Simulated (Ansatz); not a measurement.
# Mn: strong compression

An exercise on one series of results from a longer session: the logs are not shown, and one member is left open.

Program: Ansatz 0.2.0. Level of theory: DFT PBE, with the methods named in each step. These are calculated values, not measurements.

3 further runs of the same task are left out: 3 that didn't finish.

### The starting structure

Symmetry: P6/mmm, No. 191, hexagonal system. Conventional cell: a = 3.900 Å, b = 3.900 Å, c = 2.455 Å, α = 90.00°, β = 90.00°, γ = 120.00°. Mn (site symmetry 6/mmm) is surrounded by 14 Mn at 2.46 to 2.56 Å. Around Mn (site symmetry -6m2) lie 11 Mn at 2.25 to 2.56 Å.

Coordinates:

```xyz
3
Lattice="3.8997 0.0000 0.0000 -1.9498 3.3772 0.0000 0.0000 0.0000 2.4551" Properties=species:S:1:pos:R:3 pbc="T T T"
Mn    0.0000    0.0000    0.0000
Mn    0.0000    2.2515    1.2276
Mn    1.9498    1.1257    1.2276
```

Whether this phase is the stable one at these pressures isn't tested.

Atoms are numbered in the order of the input: Mn1, Mn2, Mn3.

Set-up of the first run:

File input.yaml:

```yaml
crystal:
  lattice:
    - [3.8996749371, 0.0, 0.0]
    - [-1.9498374685, 3.377217562, 0.0]
    - [0.0, 0.0, 2.4551089461]
  atoms:
    - { symbol: Mn, position: [0.0, 0.0, 0.0], spin: 3.0 }
    - { symbol: Mn, position: [0.3333333333, 0.6666666667, 0.5], spin: 3.0 }
    - { symbol: Mn, position: [0.6666666667, 0.3333333333, 0.5], spin: 3.0 }
magnetization:
  spin_polarized: true
kpoints:
  mp_grid: { grid: [9, 9, 12] }
  band_path:
    path:
      - [0.0, 0.0, 0.0]
      - [0.5, 0.0, 0.0]
      - [0.3333333333, 0.3333333333, 0.0]
      - [0.0, 0.0, 0.0]
      - [0.0, 0.0, 0.5]
      - [0.5, 0.0, 0.5]
      - [0.3333333333, 0.3333333333, 0.5]
      - [0.0, 0.0, 0.5]
      - [0.5, 0.0, 0.5]
    npoints: 14
scf:
  occupations: { method: fermi_dirac, width: 0.05 }
hamiltonian:
  xc: pbe
  pseudopotentials: { kind: all_electron, lapw: { basis_error: 0.001 } }
output:
  forces: true
  stress: true
  eigenvalues: true
  populations: true
  dos: { projected: true, de: 0.2, e_range: [-14, 8] }
```

Run with:

```sh
ansatz run input.yaml --threads 2 --pin off --max-ram 6144MiB --backend cpu --events-out ev --progress --plain --runs-dir out
```

Among the steps run: The reference volume, LAPW; Volume scaled by 1, crystal datasets; Volume scaled by 1, norm-conserving; Volume scaled by 0.68, LAPW; Volume scaled by 0.58, LAPW; Volume scaled by 0.58, crystal datasets; Volume scaled by 0.58, norm-conserving; Volume scaled by 0.5, LAPW; Volume scaled by 0.5, norm-conserving; Volume scaled by 0.43, LAPW; Volume scaled by 0.43, crystal datasets; Volume scaled by 0.43, norm-conserving.

One table of the session follows, with a row left open; its other results are not shown here.

| method | volume over the first | volume (Å³/atom) | pressure (GPa) |
| --- | --- | --- | --- |
| LAPW | 1 | 10.778 | -0.01 |
| LAPW | 0.68 | 7.329 | 240.81 |
| LAPW | 0.58 | 6.251 | 469.68 |
| LAPW | 0.5 | 5.389 | 802.83 |
| LAPW | 0.43 | 4.635 | 1311.00 |
| PAW | 1 | 10.778 | 0.01 |
| PAW | 0.68 | 7.329 | 240.52 |
| PAW | 0.58 | 6.251 | 468.77 |
| PAW | 0.5 | 5.389 | 799.75 |
| PAW | 0.43 | 4.635 | 1298.89 |
| PAW (source ansatz) | 0.43 | ? | ? |
| crystal datasets | 1 | 10.778 | -0.01 |
| crystal datasets | 0.58 | 6.251 | 469.68 |
| crystal datasets | 0.43 | 4.635 | 1311.00 |
| norm-conserving | 1 | 10.778 | 0.03 |
| norm-conserving | 0.58 | 6.251 | 467.97 |
| norm-conserving | 0.5 | 5.389 | 796.21 |
| norm-conserving | 0.43 | 4.635 | 1292.52 |

Q: Estimate the row for PAW (source ansatz), 0.43 from the others.

As computed: volume (Å³/atom): 4.635; pressure (GPa): 1309.08.

Limits of these values: Rows by PAW come from runs of the same series that aren't printed here. Warnings in the runs' records: seeded moment not kept, crystal datasets made.
